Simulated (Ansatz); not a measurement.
Rh under changes of volume

One of the cells (13.671 Å³/atom); the others are scaled copies at fixed shape and fractional positions:

```
Rh
1.0
     0.00000    1.89785    1.89785
     1.89785    0.00000    1.89785
     1.89785    1.89785    0.00000
Rh
1
Cartesian
  0.0000 0.0000 0.0000
```

| Property | Result |
| --- | --- |
| Program | Ansatz 0.2.0 |
| Functional | HSE06 |
| Potentials or basis | Ansatz PAW |
| Cutoff | 420 eV (not typed: the program's choice for these potentials) |
| k mesh | 8 × 8 × 8 |
| Occupations | fermi-dirac, width 0.05 eV |
| Spin | no spin polarisation |

| volume (Å³/atom) | energy over the lowest point (meV/atom) | pressure (GPa) |
| --- | --- | --- |
| 12.851 | 32.26 | 16.9 |
| 13.125 | 10.09 | 9.4 |
| 13.398 | 0.00 | 2.8 |
| 13.671 | 0.61 | -3.1 |
| 13.945 | ? | ? |
| 14.218 | 28.81 | -12.8 |
| 14.492 | 54.27 | -16.8 |

Problem. What does the run at 13.945 Å³/atom give?

Solution. Energy over the lowest point 10.55 meV/atom; pressure -8.2 GPa.

Worked out: A Birch-Murnaghan fit of order 3 (a polynomial in V^(-2/3)) to the other rows has its minimum at 13.52 Å³/atom with B0 = V·E''(V) = 292 GPa and B' = 5.4. It gives 10.61 meV/atom at 13.945 Å³/atom, against the run's 10.55, and -dE/dV = -8.4 GPa, against -8.2.

Energies are extrapolated to zero smearing.

Caveats: some runs use coarse meshes; the PAW data sets come from PBE, with cores solved anew for the run's functional, which leaves a small shift of forces and pressure; the thresholds are loose for stress.
